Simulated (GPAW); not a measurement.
A calculation with GPAW 26.7.0 of InPd (ASE script, structure typed inline):

File run.py:

```python
from ase import Atoms
from ase.dft.bandgap import bandgap
from ase.io import write
from ase.units import GPa
from gpaw import GPAW, PW

atoms = Atoms(['In', 'Pd'],
              cell=[[3.27188478, 0.0, 0.0],
                    [0.0, 3.27188478, 0.0],
                    [0.0, 0.0, 3.27188478]],
              scaled_positions=[[0.0, 0.0, 0.0],
                                [0.5, 0.5, 0.5]],
              pbc=True)

calc = GPAW(mode=PW(600),
            xc='PBE',
            kpts={'size': (8, 8, 8), 'gamma': True},
            occupations={'name': 'fermi-dirac', 'width': 0.05},
            nbands=26,
            convergence={'density': 1e-05, 'energy': 1e-05},
            maxiter=150,
            txt='gpaw.txt')
atoms.calc = calc
energy = atoms.get_potential_energy()
forces = atoms.get_forces()
stress = atoms.get_stress()
calc.write('gs.gpw')
write('result.traj', atoms)
print(f'Energy: {energy:.6f} eV')
print('Forces (eV/A):')
print(forces.round(4))
print('Stress (GPa):', (stress / GPa).round(3))
print('Fermi level:', round(calc.get_fermi_level(), 4), 'eV')
print(f'Gap: {bandgap(calc)[0]:.4f} eV, direct: {bandgap(calc, direct=True)[0]:.4f} eV')
```

Potentials or basis: GPAW PAW data sets (gpaw-data 1.2.1), pw.

Run with:

```console
$ OMP_NUM_THREADS=1 python run.py
```

The cell comes from a database or a generator and needn't be the stable form of this composition.

Problem. Write the same calculation in another form: native input, structure from a POSCAR.

Solution. As run:

The input run.py:

```python
from ase.io import read
from gpaw import PW
from gpaw.dft import DFT

atoms = read('POSCAR')

dft = DFT(atoms,
          mode=PW(600),
          xc='PBE',
          kpts={'size': (8, 8, 8), 'gamma': True},
          occupations={'name': 'fermi-dirac', 'width': 0.05},
          nbands=26,
          convergence={'density': 1e-05, 'energy': 1e-05},
          maxiter=150,
          txt='gpaw.txt')
print(f'Energy: {dft.calculate_energy():.6f} eV')
print('Forces (eV/A):')
print(dft.calculate_forces().round(4))
print('Stress (eV/A^3):', dft.calculate_stress().round(6))
dft.write_gpw_file('gs.gpw')
```

POSCAR

```
InPd
1.0
    3.2718847800      0.0000000000      0.0000000000
    0.0000000000      3.2718847800      0.0000000000
    0.0000000000      0.0000000000      3.2718847800
In Pd
1 1
Direct
    0.0000000000      0.0000000000      0.0000000000
    0.5000000000      0.5000000000      0.5000000000
```

Potentials or basis: GPAW PAW data sets (gpaw-data 1.2.1), pw.

Run with:

```sh
$ OMP_NUM_THREADS=1 python run.py
```

Both were run:

|  | ASE script, structure typed inline | native input, structure from a POSCAR |
| --- | --- | --- |
| Pressure | 3.3 GPa | 3.3 GPa |
| Band gap on the k mesh | none (metal or under the smearing width) | none (metal or under the smearing width) |

Keys that steer only the numerical path or the files written may differ.
